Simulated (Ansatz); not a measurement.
# Understanding GdN (NiAs-type structure) from first principles

Level of theory: DFT, PBE+U (U_eff = 6 eV on Gd 4f), scalar-relativistic, collinear spin; plane waves to 420 eV with PAW datasets (Ansatz 0.2.0), 10×10×6 k-mesh, Gaussian smearing of 0.05 eV. The datasets are Ansatz's generated set soft_2.

This is a trial structure; measured cells of the compound in the Crystallography Open Database are in space group Fm-3m (rock salt).

The relaxed structure (symmetry read at 0.01 Å). It takes space group P6_3/mmc (No. 194, hexagonal). The conventional cell has a = 3.476 Å, b = 3.476 Å, c = 6.115 Å, α = 90.00°, β = 90.00°, γ = 120.00°. Gd (site symmetry -3m) has 6 N at 2.52 Å as nearest neighbours. N (site symmetry -6m2) has 6 Gd at 2.52 Å as nearest neighbours. (Shells end 15 % past the nearest neighbour.)

Results at this level of theory:

| Item | Value |
| --- | --- |
| Volume | 16.00 Å³/atom |
| Band gap | zero (metallic) |
| Density of states at the Fermi level | 0.02 states/(eV·atom) (so small a value isn't resolved on this mesh) |
| Magnetic state | ferromagnetic |
| Site spin moments | Gd 6.95; N -0.13 μB |
| Spin moment of the cell | 14.00 μB |
| Bader charges | Gd 1.77; N -1.77 e |
| f electrons (orthogonalised atomic orbitals) | Gd 7.05 |
| Bulk modulus (Birch–Murnaghan) | 137 GPa |
| Pressure derivative B0′ | 4.2 |

Q: Should it be a metal or an insulator?

A: Formal charges Gd³⁺, N³⁻ leave Gd³⁺ with an open 4f⁷ shell. Exchange should fill one spin channel of a half-filled shell and leave an insulator, so a metal points to the functional or the structure. The run still finds no gap: within 0.1 eV of the Fermi level the projected states are 58 % N 2p, 39 % Gd 5d.

Q: What moment should the f shell carry?

A: Hund's first rule gives Gd³⁺ with 7 f electrons 7 unpaired spins, a spin moment of 7 μB; the run has 6.95 μB on Gd (atomic spheres) and 7.05 f electrons on orthogonalised orbitals. The moment is close to the ion's, so in this run the shell is localised and nearly fully polarised.

Bader charges against formal ones: Gd +1.77 (+3), N −1.77 (−3). The cations give up 59 % of the formal charge; Bader charges stay under formal ones because the anions' density reaches into the cations' basins, the more so the higher the formal charge and the softer the anion.

Q: How stiff is it, in energy terms?

A: B0·V0 = 136.9 GPa × 16.00 Å³ = 13.67 eV/atom sets the scale: near the minimum ΔE ≈ ½ B0 V0 x², with x = V/V0 − 1, and a pressure of 1.4 GPa squeezes the volume by about 1 %. At the ends of the curve: x = −5.5 % predicts 20.7 meV/atom and the run gives 22.8; x = +10.0 % predicts 68.4 meV/atom and the run gives 58.0. Compression costs more and expansion less than the parabola says, since the crystal stiffens as it shrinks; B0′ measures that.

No spin–orbit coupling, a notable omission for heavy elements. The run wasn't fully tested for a lower electronic state. Site moments are of spin, integrated over atomic spheres. The moments were started parallel, and the real magnetic order may be another.
